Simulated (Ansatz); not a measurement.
```yaml
crystal:
  lattice:
    - [0.00000, 3.26000, 3.26000]
    - [3.26000, 0.00000, 3.26000]
    - [3.26000, 3.26000, 0.00000]
  atoms:
    - { symbol: K, position: [0.00000, 0.00000, 0.00000] }
    - { symbol: Br, position: [0.50000, 0.50000, 0.50000] }
```

* orbitals: PBE
* datasets: hand-made PAW set at its accurate level
* k mesh: 4×4×4
* empty bands: 446
* response cutoff: 200 eV
* wave cutoff: 800 eV
* frequencies: plasmon pole, fitted at 0 and 12.62i eV
* q → 0 term: analytic weight of Carrier, Rohra and Görling
* band sums: cut at the band count
* spin-orbit coupling: off

Program: Ansatz. The Kohn-Sham gap (direct at Γ) is 4.54 eV.

Problem. Estimate the linearised G0W0 gap between these edges.

Solution. 7.07 eV, a change of +2.53 eV. The valence edge moves by -1.91 eV (Z = 0.81) and the conduction edge by +0.63 eV (Z = 0.86).

The cell is a model at fixed atoms and needn't be the relaxed known crystal. The mesh is coarse, so these are values at the stated settings, not converged ones. Band sums or response are cut, so the gap isn't at its basis limit.
